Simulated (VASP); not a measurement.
# TiC: convergence with the SCF threshold and SCF solver

A convergence test on TiC: the SCF threshold and SCF solver. The atoms are off their equilibrium sites, so that forces can be compared too. The series runs use PBE. The SCF threshold tried: EDIFF = 0.01; EDIFF = 0.001; EDIFF = 1E-04; EDIFF = 1E-05; EDIFF = 1E-06; EDIFF = 1E-08. The SCF solver tried: ALGO = Normal; ALGO = Fast; ALGO = VeryFast; ALGO = All; ALGO = Damped; AMIX = 0.1, BMIX = 0.01; AMIX = 0.8; IMIX = 1, AMIX = 0.2. The atoms of the start are displaced at random from the sites of a Fm-3m cell.

Method: PBE; plane waves and PAW (Ti_sv, C), in VASP 6.6.1.

The database entry behind the starting cell differs from later determinations by our own check (0.1 to 0.3 % short, probably kX units), so it need not match the best structure at ambient conditions.

## Step 1: Set-up

It takes space group P1 (No. 1, triclinic). Conventional cell: a = 3.054 Å, b = 3.054 Å, c = 3.054 Å, α = 60.00°, β = 60.00°, γ = 60.00°. Nearest to Ti lie 6 C at 2.08 to 2.24 Å. C has 6 Ti at 2.08 to 2.24 Å nearest. Farther neighbours are not listed.

Coordinates:

```xyz
2
Lattice="0.0000 2.1593 2.1593 2.1593 0.0000 2.1593 2.1593 2.1593 0.0000" Properties=species:S:1:pos:R:3 pbc="T T T"
Ti    0.0215    0.0031    0.0032
C     2.0987    2.1499    2.1279
```

## Step 2: SCF threshold: EDIFF = 0.01

EDIFF stops the electronic loop; forces need it tighter than energies do. PBE, the usual starting point, adds the gradient of the density.

INCAR reads:

```
SYSTEM = TiC
PREC = Accurate
ENCUT = 520
EDIFF = 0.01
NELM = 100
ISMEAR = -1
SIGMA = 0.05
LREAL = .FALSE.
ALGO = Normal
GGA = PE
NBANDS = 14
LASPH = .TRUE.
LORBIT = 11
LWAVE = .FALSE.
LCHARG = .FALSE.
KPAR = 2
ISIF = 2
```

POSCAR reads:

```
TiC
1.0
    0.0000000000      2.1593000000      2.1593000000
    2.1593000000      0.0000000000      2.1593000000
    2.1593000000      2.1593000000      0.0000000000
Ti C
1 1
Direct
   -0.0035250000      0.0049920000      0.0049780000
    0.5045960000      0.4808790000      0.4910510000
```

KPOINTS reads:

```
Automatic mesh
0
Gamma
9 9 9
0 0 0
```

The projector-augmented-wave data sets are Ti_sv and C (PBE family, release 64).

Started as:

```
mpirun -np 2 vasp_std
```

The program printed:

```text
[banner, memory and clock lines left out]
running    2 mpi-ranks, on    1 nodes
 distrk:  each k-point on    1 cores,    2 groups
 distr:  one band on    1 cores,    1 groups

 POSCAR found type information on POSCAR TiC
 POSCAR found :  2 types and       2 ions
 LDA part: xc-table for (Slater+PW92), standard interpolation
 POSCAR, INCAR and KPOINTS ok, starting setup
 FFT: planning ... GRIDC
 FFT: planning ... GRID_SOFT
 FFT: planning ... GRID
 WAVECAR not read
 entering main loop
       N       E                     dE             d eps       ncg     rms          rms(c)
DAV:   1     0.119582338239E+03    0.11958E+03   -0.81017E+03 10240   0.138E+03
DAV:   2    -0.159685604728E+02   -0.13555E+03   -0.12742E+03 10820   0.352E+02
DAV:   3    -0.239420487280E+02   -0.79735E+01   -0.77725E+01 13578   0.836E+01
DAV:   4    -0.242558502415E+02   -0.31380E+00   -0.31354E+00 12768   0.152E+01
DAV:   5    -0.242635848805E+02   -0.77346E-02   -0.77341E-02 13272   0.209E+00    0.185E+01
DAV:   6    -0.192905687779E+02    0.49730E+01   -0.13413E+01 14446   0.604E+01    0.697E+00
DAV:   7    -0.187059312306E+02    0.58464E+00   -0.22986E+00 11978   0.228E+01    0.510E+00
DAV:   8    -0.186787823041E+02    0.27149E-01   -0.11416E-01 11630   0.396E+00    0.341E+00
DAV:   9    -0.186711954264E+02    0.75869E-02   -0.10837E-01 12912   0.444E+00    0.684E-01
DAV:  10    -0.186706172703E+02    0.57816E-03   -0.10115E-02  9068   0.134E+00
   1 F= -.18670617E+02 E0= -.18669364E+02  d E =-.250712E-02
```

The job ended after 16 s (2 MPI ranks of Intel Xeon 6975P-C (Granite Rapids), shared host; peak memory 0.42 GiB).

The logs omit lines about the potential files and the build; timing stands in the text.

From OUTCAR (step 2):

```text
ion  position               nearest neighbor table
   1  0.996  0.005  0.005-   2 2.08   2 2.13   2 2.15   2 2.17   2 2.20   2 2.24
   2  0.505  0.481  0.491-   1 2.08   1 2.13   1 2.15   1 2.17   1 2.20   1 2.24

  LATTYP: Found a face centered cubic cell.
 ALAT       =     4.3186000000

 Subroutine GETGRP returns: Found  1 space group operations
 (whereof  1 operations were pure point group operations)

The static configuration has the point symmetry C_1 .

 Found    365 irreducible k-points:

   k-points           NKPTS =    365   k-points in BZ     NKDIM =    365   number of bands    NBANDS=     14

   dimension x,y,z NGX =    24 NGY =   24 NGZ =   24
   dimension x,y,z NGXF=    48 NGYF=   48 NGZF=   48

   ENCUT  =  520.0 eV  38.22 Ry    6.18 a.u.   5.68  5.68  5.68*2*pi/ulx,y,z

   NELECT =      16.0000    total number of electrons

 k-points in reciprocal lattice and weights: Automatic mesh
   0.00000000  0.00000000  0.00000000       0.001
   0.11111111  0.00000000  0.00000000       0.003
   0.00000000  0.11111111  0.00000000       0.003
   0.00000000  0.00000000  0.11111111       0.003
   0.11111111  0.11111111  0.11111111       0.003
   0.22222222  0.00000000  0.00000000       0.003
   0.00000000  0.22222222  0.00000000       0.003
   0.00000000  0.00000000  0.22222222       0.003
   0.22222222  0.22222222  0.22222222       0.003
[...]
-0.44444444  0.22222222 -0.22222222       0.003
   0.22222222  0.44444444 -0.33333333       0.003

 average (electrostatic) potential at core
       1 -71.1562       2 -44.3925

 E-fermi :   9.4988

 k-point     1 :       0.0000    0.0000    0.0000
  band No.  band energies     occupation
      1     -47.1525      2.00000
      2     -23.1667      2.00000
      3     -23.1664      2.00000
      4     -23.1628      2.00000
      5      -2.9255      2.00000
      6       9.8958      0.00071
      7       9.9290      0.00037
      8      10.1467      0.00000
      9      10.4713      0.00000
     10      11.0296      0.00000
    ...

 k-point     2 :       0.1111    0.0000    0.0000
  band No.  band energies     occupation
    ...
      4     -23.1692      2.00000
      5      -2.6465      2.00000
      6       8.7837      2.00000
      7       9.2813      1.97452
      8       9.5517      0.51560
      9      10.4995      0.00000
     10      10.5553      0.00000
     11      11.5828      0.00000
     12      13.1093      0.00000
     13      13.3138      0.00000
    ...

 k-point     3 :       0.0000    0.1111    0.0000
  band No.  band energies     occupation
    ...
      4     -23.1700      2.00000
      5      -2.6468      2.00000
      6       8.8313      2.00000
      7       9.2756      1.97722
      8       9.4408      1.52313
      9      10.4868      0.00000
     10      10.5872      0.00000
     11      11.6806      0.00000
     12      13.1206      0.00000
     13      13.2548      0.00000
    ...

  Total        1.2265786      1.0104906      1.0385766     -0.0262076     -0.0109855     -0.0688472
  in kB       97.5971200     80.4033087     82.6380700     -2.0853044     -0.8741013     -5.4780761
  external PRESSURE =      86.8794996 kB  Pullay stress =       0.0000000 kB

  energy-cutoff  :      520.00
  volume of cell :       20.14
      direct lattice vectors                 reciprocal lattice vectors
     0.000000000  2.159300000  2.159300000    -0.231556523  0.231556523  0.231556523
     2.159300000  0.000000000  2.159300000     0.231556523 -0.231556523  0.231556523
     2.159300000  2.159300000  0.000000000     0.231556523  0.231556523 -0.231556523

 POSITION                                       TOTAL-FORCE (eV/Angst)
 -----------------------------------------------------------------------------------
      0.02153      2.16244      2.16247        -0.740455     -0.117598     -0.317775
      2.09869      2.14990      2.12794         0.740455      0.117598      0.317775
 -----------------------------------------------------------------------------------
    total drift:                               -0.000667     -0.000328     -0.000895

  FREE ENERGIE OF THE ION-ELECTRON SYSTEM (eV)
  ---------------------------------------------------
  free  energy   TOTEN  =       -18.6706172703 eV

  energy  without entropy=      -18.6681101468  energy(sigma->0) =      -18.66936371

 total charge
# of ion       s       p       d       tot
------------------------------------------
    1        2.201   6.251   1.983  10.435
    2        0.898   1.507   0.000   2.405
--------------------------------------------------
tot          3.099   7.757   1.983  12.839

[... 3 further parts left out ...]
```

The k-mesh is coarse for a metal.

This step gave:

- SCF cycles: 10
- electrons: 16
- bands: 14
- irreducible k-points: 365
- symmetry operations: 1
- free energy (TOTEN): -18.67 eV
- energy at zero smearing: -18.67 eV
- Fermi energy: 9.499 eV
- pressure: 8.688 GPa
- metallic: yes

The series starts at -9.3347 eV an atom and 8.69 GPa, after 10 cycles in 16 s.

## Step 3: SCF threshold: EDIFF = 0.001

INCAR, as its differences from that of step 2:

```diff
@@ -3,3 +3,3 @@
 ENCUT = 520
-EDIFF = 0.01
+EDIFF = 0.001
 NELM = 100
```

POSCAR is that of step 2.

KPOINTS is that of step 2.

Started as:

```
mpirun -np 2 vasp_std
```

The program printed:

```text
[... set-up lines as in an earlier step ...]
 entering main loop
       N       E                     dE             d eps       ncg     rms          rms(c)
[... 4 cycles as in an earlier step ...]
DAV:   5    -0.242635974990E+02   -0.77473E-02   -0.77467E-02 13856   0.209E+00    0.185E+01
DAV:   6    -0.192905240858E+02    0.49731E+01   -0.13411E+01 14446   0.604E+01    0.697E+00
DAV:   7    -0.187059502585E+02    0.58457E+00   -0.22984E+00 11978   0.228E+01    0.510E+00
DAV:   8    -0.186787863456E+02    0.27164E-01   -0.11415E-01 11624   0.396E+00    0.341E+00
DAV:   9    -0.186711965243E+02    0.75898E-02   -0.10837E-01 12912   0.444E+00    0.684E-01
DAV:  10    -0.186707706785E+02    0.42585E-03   -0.11645E-02 14312   0.134E+00    0.649E-01
DAV:  11    -0.186687253118E+02    0.20454E-02   -0.38419E-03 11108   0.943E-01    0.212E-01
DAV:  12    -0.186686190021E+02    0.10631E-03   -0.30109E-04  5890   0.231E-01
   1 F= -.18668619E+02 E0= -.18667386E+02  d E =-.246515E-02
```

Wall time 18 s (2 MPI ranks); peak memory 0.42 GiB; 31 s of CPU time.

Parts of OUTCAR (step 3):

```text
  Total        0.5329423      0.3277998      0.3577299     -0.0272934     -0.0105255     -0.0724271
  in kB       42.4054616     26.0825659     28.4640635     -2.1716970     -0.8374994     -5.7629228
  external PRESSURE =      32.3173637 kB  Pullay stress =       0.0000000 kB

 POSITION                                       TOTAL-FORCE (eV/Angst)
 -----------------------------------------------------------------------------------
      0.02153      2.16244      2.16247        -0.742482     -0.118297     -0.319563
      2.09869      2.14990      2.12794         0.742482      0.118297      0.319563
 -----------------------------------------------------------------------------------
    total drift:                               -0.000094     -0.000025     -0.000032

  FREE ENERGIE OF THE ION-ELECTRON SYSTEM (eV)
  ---------------------------------------------------
  free  energy   TOTEN  =       -18.6686190021 eV

  energy  without entropy=      -18.6661538567  energy(sigma->0) =      -18.66738643

[... 2 parts as in an earlier step ...]

[... 1 further part left out ...]
[key lines of the parts left out:]
E-fermi :   9.5363
```

Against the run before the energy moves by +0.99 meV an atom and the pressure by -5.46 GPa, after 12 cycles in 18 s.

## Step 4: SCF threshold: EDIFF = 1E-04

INCAR, as its differences from that of step 3:

```diff
@@ -3,3 +3,3 @@
 ENCUT = 520
-EDIFF = 0.001
+EDIFF = 1E-04
 NELM = 100
```

POSCAR is that of step 3.

KPOINTS is that of step 3.

Started as:

```
mpirun -np 2 vasp_std
```

The program printed:

```text
[... set-up lines as in an earlier step ...]
 entering main loop
       N       E                     dE             d eps       ncg     rms          rms(c)
[... 11 cycles as in an earlier step ...]
DAV:  12    -0.186686244152E+02    0.10090E-03   -0.35524E-04 12824   0.231E-01    0.408E-02
DAV:  13    -0.186686179779E+02    0.64373E-05   -0.41691E-05  5834   0.640E-02
   1 F= -.18668618E+02 E0= -.18667385E+02  d E =-.246640E-02
```

Run time: 20 s. Hardware: 2 MPI ranks; peak memory 0.42 GiB.

Parts of OUTCAR (step 4):

```text
  Total        0.5905825      0.3862022      0.4155104     -0.0272027     -0.0104836     -0.0721012
  in kB       46.9918121     30.7295652     33.0615775     -2.1644841     -0.8341635     -5.7369908
  external PRESSURE =      36.9276516 kB  Pullay stress =       0.0000000 kB

 POSITION                                       TOTAL-FORCE (eV/Angst)
 -----------------------------------------------------------------------------------
      0.02153      2.16244      2.16247        -0.741527     -0.118057     -0.318960
      2.09869      2.14990      2.12794         0.741527      0.118057      0.318960
 -----------------------------------------------------------------------------------
    total drift:                               -0.000034      0.000109      0.000220

  FREE ENERGIE OF THE ION-ELECTRON SYSTEM (eV)
  ---------------------------------------------------
  free  energy   TOTEN  =       -18.6686179779 eV

  energy  without entropy=      -18.6661515761  energy(sigma->0) =      -18.66738478

[... 2 parts as in an earlier step ...]

[... 1 further part left out ...]
[key lines of the parts left out:]
E-fermi :   9.5373
```

Against the run before the energy stays within 0.01 meV an atom; the pressure moves by +0.46 GPa, after 13 cycles in 20 s.

## Step 5: SCF threshold: EDIFF = 1E-05

INCAR, as its differences from that of step 4:

```diff
@@ -3,3 +3,3 @@
 ENCUT = 520
-EDIFF = 1E-04
+EDIFF = 1E-05
 NELM = 100
```

POSCAR is that of step 4.

KPOINTS is that of step 4.

Started as:

```
mpirun -np 2 vasp_std
```

The program printed:

```text
[... set-up lines as in an earlier step ...]
 entering main loop
       N       E                     dE             d eps       ncg     rms          rms(c)
[... 11 cycles as in an earlier step ...]
DAV:  12    -0.186686244152E+02    0.10090E-03   -0.35524E-04 12968   0.231E-01    0.408E-02
DAV:  13    -0.186686184967E+02    0.59185E-05   -0.46889E-05 11152   0.640E-02
   1 F= -.18668618E+02 E0= -.18667385E+02  d E =-.246640E-02
```

It took 20 s on 2 MPI ranks; peak memory 0.42 GiB; 34 s of CPU time.

Parts of OUTCAR (step 5):

```text
  Total        0.5855512      0.3817821      0.4109816     -0.0272714     -0.0105178     -0.0723063
  in kB       46.5914833     30.3778596     32.7012222     -2.1699447     -0.8368856     -5.7533123
  external PRESSURE =      36.5568550 kB  Pullay stress =       0.0000000 kB

 POSITION                                       TOTAL-FORCE (eV/Angst)
 -----------------------------------------------------------------------------------
      0.02153      2.16244      2.16247        -0.741395     -0.118105     -0.319046
      2.09869      2.14990      2.12794         0.741395      0.118105      0.319046
 -----------------------------------------------------------------------------------
    total drift:                                0.000080     -0.000027     -0.000059

  FREE ENERGIE OF THE ION-ELECTRON SYSTEM (eV)
  ---------------------------------------------------
  free  energy   TOTEN  =       -18.6686184967 eV

  energy  without entropy=      -18.6661520949  energy(sigma->0) =      -18.66738530

[... 2 parts as in an earlier step ...]

[... 1 further part left out ...]
[key lines of the parts left out:]
E-fermi :   9.5373
```

Against the run before the energy stays within 0.01 meV an atom; the pressure moves by -0.04 GPa, after 13 cycles in 20 s.

## Step 6: SCF threshold: EDIFF = 1E-06

INCAR, as its differences from that of step 5:

```diff
@@ -3,3 +3,3 @@
 ENCUT = 520
-EDIFF = 1E-05
+EDIFF = 1E-06
 NELM = 100
```

POSCAR is that of step 5.

KPOINTS is that of step 5.

Started as:

```
mpirun -np 2 vasp_std
```

The program printed:

```text
[... set-up lines as in an earlier step ...]
 entering main loop
       N       E                     dE             d eps       ncg     rms          rms(c)
[... 12 cycles as in an earlier step ...]
DAV:  13    -0.186686184967E+02    0.59185E-05   -0.46889E-05 11524   0.640E-02    0.100E-02
DAV:  14    -0.186686178226E+02    0.67413E-06   -0.15304E-06 10450   0.186E-02
   1 F= -.18668618E+02 E0= -.18667384E+02  d E =-.246715E-02
```

Run time: 20 s. Hardware: 2 MPI ranks; peak memory 0.42 GiB.

From OUTCAR (step 6):

```text
  Total        0.5961195      0.3921190      0.4212629     -0.0272521     -0.0105346     -0.0722423
  in kB       47.4323852     31.2003559     33.5192904     -2.1684091     -0.8382202     -5.7482178
  external PRESSURE =      37.3840105 kB  Pullay stress =       0.0000000 kB

 POSITION                                       TOTAL-FORCE (eV/Angst)
 -----------------------------------------------------------------------------------
      0.02153      2.16244      2.16247        -0.741673     -0.118145     -0.319148
      2.09869      2.14990      2.12794         0.741673      0.118145      0.319148
 -----------------------------------------------------------------------------------
    total drift:                                0.000015     -0.000026     -0.000048

  FREE ENERGIE OF THE ION-ELECTRON SYSTEM (eV)
  ---------------------------------------------------
  free  energy   TOTEN  =       -18.6686178226 eV

  energy  without entropy=      -18.6661506700  energy(sigma->0) =      -18.66738425

[... 2 parts as in an earlier step ...]

[... 1 further part left out ...]
[key lines of the parts left out:]
E-fermi :   9.5370
```

Against the run before the energy stays within 0.01 meV an atom; the pressure moves by +0.08 GPa, after 14 cycles in 20 s.

## Step 7: SCF threshold: EDIFF = 1E-08

INCAR, as its differences from that of step 6:

```diff
@@ -3,3 +3,3 @@
 ENCUT = 520
-EDIFF = 1E-06
+EDIFF = 1E-08
 NELM = 100
```

POSCAR is that of step 6.

KPOINTS is that of step 6.

Started as:

```
mpirun -np 2 vasp_std
```

The program printed:

```text
[... set-up lines as in an earlier step ...]
 entering main loop
       N       E                     dE             d eps       ncg     rms          rms(c)
[... 13 cycles as in an earlier step ...]
DAV:  14    -0.186686178292E+02    0.66746E-06   -0.15961E-06 13230   0.186E-02    0.441E-03
DAV:  15    -0.186686176685E+02    0.16072E-06   -0.17627E-07 11804   0.600E-03    0.110E-03
DAV:  16    -0.186686176277E+02    0.40770E-07   -0.21602E-08 12236   0.114E-03    0.277E-04
DAV:  17    -0.186686176140E+02    0.13767E-07   -0.17478E-09  6274   0.659E-04    0.122E-04
DAV:  18    -0.186686176140E+02   -0.90949E-12   -0.34496E-10  5680   0.178E-04
   1 F= -.18668618E+02 E0= -.18667384E+02  d E =-.246738E-02
```

Elapsed: 25 s, on 2 MPI ranks; peak memory 0.43 GiB; 42 s of CPU time.

Parts of OUTCAR (step 7):

```text
  Total        0.5966721      0.3928600      0.4219442     -0.0272598     -0.0105372     -0.0722567
  in kB       47.4763551     31.2593146     33.5735056     -2.1690244     -0.8384297     -5.7493631
  external PRESSURE =      37.4363918 kB  Pullay stress =       0.0000000 kB

 POSITION                                       TOTAL-FORCE (eV/Angst)
 -----------------------------------------------------------------------------------
      0.02153      2.16244      2.16247        -0.741704     -0.118148     -0.319155
      2.09869      2.14990      2.12794         0.741704      0.118148      0.319155
 -----------------------------------------------------------------------------------
    total drift:                                0.000045     -0.000021     -0.000037

  FREE ENERGIE OF THE ION-ELECTRON SYSTEM (eV)
  ---------------------------------------------------
  free  energy   TOTEN  =       -18.6686176140 eV

  energy  without entropy=      -18.6661502345  energy(sigma->0) =      -18.66738392

[... 2 parts as in an earlier step ...]

[... 1 further part left out ...]
[key lines of the parts left out:]
E-fermi :   9.5370
```

Against the run before the energy stays within 0.01 meV an atom; the pressure moves by +0.01 GPa, after 18 cycles in 25 s.

## Step 8: The SCF threshold series as a table

This step: convergence of PBE results with the threshold; plane waves and PAW (VASP 6.6.1).

Derived from the runs above.

Differences are taken from the run with EDIFF = 1E-08. Results of the series, by row:

| setting | status | energy less the reference (meV/atom) | pressure (GPa) | largest force difference (meV/Å) | SCF cycles | wall time (s) |
| --- | --- | --- | --- | --- | --- | --- |
| EDIFF = 0.01 | converged | -0.9899 | 8.688 | 1.38 | 10 | 16.4 |
| EDIFF = 0.001 | converged | -0.001255 | 3.232 | 0.778 | 12 | 17.8 |
| EDIFF = 1E-04 | converged | -4.30e-4 | 3.693 | 0.195 | 13 | 19.8 |
| EDIFF = 1E-05 | converged | -6.90e-4 | 3.656 | 0.309 | 13 | 19.6 |
| EDIFF = 1E-06 | converged | -1.65e-4 | 3.738 | 0.031 | 14 | 19.6 |
| EDIFF = 1E-08 | converged | 0 | 3.744 | 0 | 18 | 25 |

(Part 1 of 3 ends here.)

[Lines on the potential files, build, host, timing and source positions are cut from VASP's logs without a mark.]

[Logs are printed without paths, hosts, clocks, repeated set-up lines and the standing remarks that a program may print on its own settings, such as how far it seeks lower states.]

[Hosts, paths, dates, database ids (printed as entryN), source tags and the programs' standing remarks are cut or masked in the printed files.]

[A measured line is paired with the nearest computed mode of its activity, which favours agreement.]
